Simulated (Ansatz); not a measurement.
**Bi2Se3: stress in a strained cell**

Aim: deform Bi2Se3 (equal xy, yz and zx engineering shear strains of -2 %) and compute stress, forces and field gradients with LAPW, PAW and all-electron datasets made for the crystal.

Method: DFT PBE, scalar-relativistic, in Ansatz 0.2.0.

### 1 Starting point

Symmetry: R-3m, No. 166, trigonal system. Conventional cell: a = 4.143 Å, b = 4.143 Å, c = 28.636 Å, α = 90.00°, β = 90.00°, γ = 120.00°. Bi (site symmetry 3m) has 6 Se at 2.85 to 3.07 Å as nearest neighbours. Around Se (site symmetry -3m) lie 6 Bi at 3.07 Å. Se (site symmetry 3m) is surrounded by 3 Bi at 2.85 Å.

As a file:

```
CELL_PARAMETERS angstrom
2.07150 1.19598 9.54533
-2.07150 1.19598 9.54533
0.00000 -2.39196 9.54533
ATOMIC_POSITIONS crystal
Bi 0.40080 0.40080 0.40080
Bi 0.59920 0.59920 0.59920
Se 0.00000 0.00000 0.00000
Se 0.21170 0.21170 0.21170
Se 0.78830 0.78830 0.78830
```

Atoms are numbered in the order of the input: Bi1, Bi2, Se3, Se4, Se5.

### 2 After the deformation

Space group R-3m before, P-1 after.

### 3 Full-potential LAPW

File input.yaml:

```yaml
crystal:
  lattice:
    - [1.96408619, 1.0798123836, 9.5126552003]
    - [-2.1789124036, 1.1212423696, 9.5540851862]
    - [-0.0715336865, -2.4874146533, 9.5692496135]
  atoms:
    - { symbol: Bi, position: [0.4008, 0.4008, 0.4008] }
    - { symbol: Bi, position: [0.5992, 0.5992, 0.5992] }
    - { symbol: Se, position: [0.0, 0.0, 0.0] }
    - { symbol: Se, position: [0.2117, 0.2117, 0.2117] }
    - { symbol: Se, position: [0.7883, 0.7883, 0.7883] }
kpoints:
  mp_grid: { grid: [6, 6, 6] }
  band_path:
    path:
      - [0.0, 0.0, 0.0]
      - [0.0, 0.0, -0.5]
      - [0.5, 0.5, 0.5]
      - [0.0, 0.0, 0.0]
      - [0.0, -0.5, 0.0]
      - [0.5, 0.0, 0.0]
      - [0.0, 0.0, 0.0]
      - [0.5, 0.0, 0.5]
      - [0.0, -0.5, -0.5]
    npoints: 5
scf:
  occupations: { method: fermi_dirac, width: 0.03 }
hamiltonian:
  xc: pbe
  pseudopotentials: { kind: all_electron, lapw: { basis_error: 0.0005 } }
output:
  forces: true
  stress: true
  eigenvalues: true
```

Command:

```sh
> ansatz run input.yaml --threads 2 --pin off --max-ram 6144MiB --backend cpu --events-out ev --progress --plain --runs-dir out
```

Output, cut to the lines that bear on the results:

```text
LAPW: plane waves up to 8.115 Å⁻¹, error target 5.0e-4 eV per atom; small_component_spin mean_spin; Se in spheres of 1.344 Å, 24 of its electrons in bands, Dirac shells []; Bi in spheres of 1.481 Å, 37 of its electrons in bands, Dirac shells []
[...]
Pseudopotentials: kind: all_electron
Pseudopotential: Bi, LAPW, valence charge 37, Koelling and Harmon's equation, gaussian nucleus
Pseudopotential: Se, LAPW, valence charge 24, Koelling and Harmon's equation, gaussian nucleus
Functional definition: PBE
[...]
Crystal: 5 atoms, lattice volume = 141.847 Å³
Basis set: ecut = 250.89340994814435 eV, 1295 PW (Γ), FFT grids on a1−a3, −a1+a2, a1, exchange–correlation at level 2
Bands: 88, of which v1, the nominal top of the filled ones, is band 73 counted from 1 (72 counted from 0)
Symmetry: 2 space group operations
Space group: P-1 (ITA 2), of the structure as read, at distance tolerance 5.2e-5 Å
k-points: 112 of 216
[...]
SCF iter   1: F=—  HF=-1369791.604803 eV  |F-HF|=—  |Δ(HF+E_count)|=         —  Δρ=2.84e-2  dr2=3.19e0  ethr=2.19e-3  ⟨swp⟩=2.0  Hψ=60535  notcnv=0
[...]
the basis was enlarged: its passes take 824.0 KiB over the memory plan, 2 of 2 planned eigensolver slots
[...]
SCF iter  12: F=-1369790.811760 eV  HF=-1369790.811760 eV  |F-HF|=2.75e-8  |Δ(HF+E_count)|=   3.11e-7  Δρ=3.04e-6  dr2=2.63e-8  ethr=1.49e-10  ⟨swp⟩=3.0  Hψ=30089  notcnv=0
[...]
NSCF: frozen V_eff on 41 k-points
SCF converged after 12 iterations
Free energy (F): -1369790.811760 eV
[...]
E sigma→0 (E₀):  -1369790.811723 eV
Entropy (-TS):   -0.000073 eV (-0.015 meV/atom)
Fermi energy:    11.301535 eV
[...]
--- Forces (eV/Å), atoms counted from 1 ---
  atom   1  Bi    -0.03341819    -0.06878792    -0.17785386
  atom   2  Bi     0.03341819     0.06878792     0.17785386
  atom   3  Se     0.00000000     0.00000000     0.00000000
  atom   4  Se    -0.07916537    -0.16692977    -0.18026871
  atom   5  Se     0.07916537     0.16692977     0.18026871
[...]
--- Stress (GPa, compression-positive) ---
        1.921142       0.171607       0.560012
        0.171607       3.199554       1.219113
        0.560012       1.219113       2.607686
  P = ⅓ Tr σ = 2.5761 GPa (25.761 kbar)
--- Band table (eV; the first three rows and the last of 112) ---
[...]
```

Wall time 2.4 min (2 threads of Intel Xeon Platinum 8488C (Sapphire Rapids), shared host); peak memory 1.8 GiB.

Read from it: pressure 2.58 GPa; gap 0.21 eV, direct at Γ; largest force 0.258 eV/Å.

### 4 Frozen-core PAW

input.yaml: that of step 3 with these lines changed.

```diff
@@ -13,14 +13,2 @@
   mp_grid: { grid: [6, 6, 6] }
-  band_path:
-    path:
-      - [0.0, 0.0, 0.0]
-      - [0.0, 0.0, -0.5]
-      - [0.5, 0.5, 0.5]
-      - [0.0, 0.0, 0.0]
-      - [0.0, -0.5, 0.0]
-      - [0.5, 0.0, 0.0]
-      - [0.0, 0.0, 0.0]
-      - [0.5, 0.0, 0.5]
-      - [0.0, -0.5, -0.5]
-    npoints: 5
 scf:
@@ -29,3 +17,3 @@
   xc: pbe
-  pseudopotentials: { kind: all_electron, lapw: { basis_error: 0.0005 } }
+  pseudopotentials: { kind: paw }
 output:
@@ -34 +22,2 @@
   eigenvalues: true
+  efg: { contact_densities: true }
```

Command:

```sh
> ansatz run input.yaml --threads 2 --pin off --max-ram 6144MiB --backend cpu --events-out ev --progress --plain --runs-dir out
```

Output, cut to the lines that bear on the results:

```text
[...]
Bi: output.efg is read without spin–orbit coupling, which moves field gradients at and beside such atoms by some per cent and up to a factor of two; PAW files take it under magnetization.noncollinear and magnetization.spin_orbit
[...]
Pseudopotentials: kind: paw
Pseudopotential: Bi, paw, valence charge 15, recommended cutoff 420 eV (normal)
Pseudopotential: Se, paw, valence charge 16, recommended cutoff 420 eV (normal)
Functional definition: PBE
[...]
Crystal: 5 atoms, lattice volume = 141.847 Å³
Basis set: ecut = 420 eV, 2745 PW (Γ), FFT grids on a1−a3, −a1+a2, a1, exchange–correlation on 60×60×144 points (8 copies of the dense FFT grid, shifted against one another)
Bands: 47, of which v1, the nominal top of the filled ones, is band 39 counted from 1 (38 counted from 0)
Symmetry: 2 space group operations
[...]
--- Stress (GPa, compression-positive) ---
        1.911531       0.171832       0.560242
        0.171832       3.189685       1.219211
        0.560242       1.219211       2.599862
  P = ⅓ Tr σ = 2.5670 GPa (25.670 kbar)
--- PAW observables at the nuclei: V_zz in 10²¹ V/m², potentials from the cell's mean, atoms counted from 1 ---
  atom   1  Bi V_zz =    -5.220166   η = 0.3894   by run symmetry: allowed
            electrostatic potential = -17828.234598 V   contact ρ = 17906684.408630 e/Å³
  atom   2  Bi V_zz =    -5.220166   η = 0.3894   by run symmetry: allowed
            electrostatic potential = -17828.234598 V   contact ρ = 17906684.408630 e/Å³
  atom   3  Se V_zz =    +7.683674   η = 0.2692   by run symmetry: allowed
            electrostatic potential = -4712.329459 V   contact ρ = 262887.005146 e/Å³
[...]
            electrostatic potential = -4712.166208 V   contact ρ = 262894.038929 e/Å³
[...]
            electrostatic potential = -4712.166208 V   contact ρ = 262894.038929 e/Å³
--- Band table (eV; the first three rows and the last of 112) ---
[...]
```

Wall time 16 s (2 threads of Intel Xeon Platinum 8488C (Sapphire Rapids), shared host); peak memory 0.83 GiB.

In short: pressure 2.57 GPa; gap on the k mesh 0.21 eV; largest force 0.257 eV/Å; Vzz Bi1 -5.22 (η = 0.39), Se3 7.68 (η = 0.27), Se4 -2.23 (η = 0.25) (10²¹ V/m²).

### 5 Datasets made for this crystal

input.yaml: that of step 4 with these lines changed.

```diff
@@ -17,3 +17,3 @@
   xc: pbe
-  pseudopotentials: { kind: paw }
+  pseudopotentials: { kind: all_electron, datasets: crystal }
 output:
```

Command:

```sh
> ansatz run input.yaml --threads 2 --pin off --max-ram 6144MiB --backend cpu --events-out ev --progress --plain --runs-dir out
```

Output, cut to the lines that bear on the results:

```text
[...]
Bi: output.efg is read without spin–orbit coupling, which moves field gradients at and beside such atoms by some per cent and up to a factor of two; PAW files take it under magnetization.noncollinear and magnetization.spin_orbit
[...]
Pseudopotentials: kind: all_electron
Pseudopotential: Bi, paw, valence charge 15, recommended cutoff 240 eV (normal), Koelling and Harmon's equation, gaussian nucleus
Pseudopotential: Se, paw, valence charge 16, recommended cutoff 240 eV (normal), Koelling and Harmon's equation, gaussian nucleus
Functional definition: PBE
[...]
Crystal: 5 atoms, lattice volume = 141.847 Å³
Basis set: ecut = 240 eV, 1195 PW (Γ), FFT grids on a1−a3, −a1+a2, a1, exchange–correlation on 48×48×100 points (8 copies of the dense FFT grid, shifted against one another)
Bands: 29, of which v1, the nominal top of the filled ones, is band 24 counted from 1 (23 counted from 0)
[...]
        0.171564       3.198419       1.219221
        0.560020       1.219221       2.606386
  P = ⅓ Tr σ = 2.5749 GPa (25.749 kbar)
  It holds what live shells' own plane waves past their cutoff add
--- PAW observables at the nuclei: V_zz in 10²¹ V/m², potentials from the cell's mean, atoms counted from 1 ---
  atom   1  Bi V_zz =    -5.258531   η = 0.3888   by run symmetry: allowed
            electrostatic potential = -17828.138174 V   contact ρ = 17894186.361886 e/Å³
  atom   2  Bi V_zz =    -5.258531   η = 0.3888   by run symmetry: allowed
            electrostatic potential = -17828.138174 V   contact ρ = 17894186.361886 e/Å³
  atom   3  Se V_zz =    +7.744765   η = 0.2691   by run symmetry: allowed
            electrostatic potential = -4712.299296 V   contact ρ = 262957.455234 e/Å³
[...]
            electrostatic potential = -4712.140049 V   contact ρ = 262964.494426 e/Å³
[...]
            electrostatic potential = -4712.140049 V   contact ρ = 262964.494426 e/Å³
--- Band table (eV; the first three rows and the last of 112) ---
[... band rows left out ...]
[...]
```

Wall time 27 s (2 threads of Intel Xeon Platinum 8488C (Sapphire Rapids), shared host); peak memory 1.3 GiB.

Result: pressure 2.57 GPa; gap on the k mesh 0.21 eV; largest force 0.258 eV/Å; Vzz Bi1 -5.26 (η = 0.39), Se3 7.74 (η = 0.27), Se4 -2.26 (η = 0.25) (10²¹ V/m²).

### 6 Stress and forces compared

Stress (GPa, compression positive):

| method | xx | yy | zz | yz | xz | xy |
| --- | --- | --- | --- | --- | --- | --- |
| LAPW | 1.92 | 3.20 | 2.61 | 1.22 | 0.56 | 0.17 |
| PAW | 1.91 | 3.19 | 2.60 | 1.22 | 0.56 | 0.17 |
| crystal datasets | 1.92 | 3.20 | 2.61 | 1.22 | 0.56 | 0.17 |

Forces (eV/Å):

| atom | LAPW x | LAPW y | LAPW z | PAW x | PAW y | PAW z | crystal datasets x | crystal datasets y | crystal datasets z |
| --- | --- | --- | --- | --- | --- | --- | --- | --- | --- |
| Bi1 | -0.033 | -0.069 | -0.178 | -0.033 | -0.069 | -0.178 | -0.033 | -0.069 | -0.178 |
| Bi2 | 0.033 | 0.069 | 0.178 | 0.033 | 0.069 | 0.178 | 0.033 | 0.069 | 0.178 |
| Se3 | 0.000 | 0.000 | 0.000 | 0.000 | 0.000 | 0.000 | 0.000 | 0.000 | 0.000 |
| Se4 | -0.079 | -0.167 | -0.180 | -0.079 | -0.167 | -0.179 | -0.079 | -0.167 | -0.180 |
| Se5 | 0.079 | 0.167 | 0.180 | 0.079 | 0.167 | 0.179 | 0.079 | 0.167 | 0.180 |

| method | pressure (GPa) | gap on the k mesh (eV) | largest force (eV/Å) | Vzz Bi1 (10²¹ V/m²) | Vzz Se3 (10²¹ V/m²) | Vzz Se4 (10²¹ V/m²) | SCF cycles, all passes |
| --- | --- | --- | --- | --- | --- | --- | --- |
| LAPW | 2.58 | 0.21 | 0.258 | – | – | – | 12 |
| PAW | 2.57 | 0.21 | 0.257 | -5.22 | 7.68 | -2.23 | 7 |
| crystal datasets | 2.57 | 0.21 | 0.258 | -5.26 | 7.74 | -2.26 | 9 |

### 7 Summary of results

| quantity | value |
| --- | --- |
| pressure | LAPW 2.58, PAW 2.57, crystal datasets 2.57 GPa |
| largest shear or deviatoric stress (LAPW) | 1.22 GPa |

In words: The largest part of the stress beyond the pressure is 1.22 GPa in size, in the yz component; the atoms are carried along and not relaxed. No run of the undeformed cell stands beside it, so the pressure holds what the given cell had before the change. PAW: stress within 0.01 GPa of LAPW, forces within 1 meV/Å. Crystal datasets: stress within 0.01 GPa of LAPW, forces within 1 meV/Å. Spin-orbit coupling is left out, though the cell holds Bi; in elements this heavy it can shift bands and gaps by tenths of an eV.
